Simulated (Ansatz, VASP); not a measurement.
**Si in VASP and in Ansatz**

```
Si
1.0
     0.00000    2.72185    2.72185
     2.72185    0.00000    2.72185
     2.72185    2.72185    0.00000
Si
2
Direct
  0.50000 0.50000 0.50000
  0.75000 0.75000 0.75000
```

Change from the starting cell: strain = 0.0.

Alike in both runs: task relaxation of the atoms; functional PBE; k mesh 8 × 8 × 8; occupations fermi-dirac, width 0.05 eV; no spin polarisation.

|  | VASP | Ansatz |
| --- | --- | --- |
| version | VASP 6.6.1 | Ansatz 0.2.0 |
| potentials or method | VASP PAW PBE potentials, release 64 (Si) | Ansatz PAW |
| plane-wave cutoff (eV) | 520 | 420 |
| valence electrons in the cell | 8 | 8 |

```tsv
	VASP	Ansatz	Ansatz less VASP
gap on the k mesh at the Fermi level, each at its own relaxed structure (eV)	0.63	0.63	-0.003
```

Caveats: the relaxation stopped at its first step, so nothing moved. A k mesh can miss the band edges.
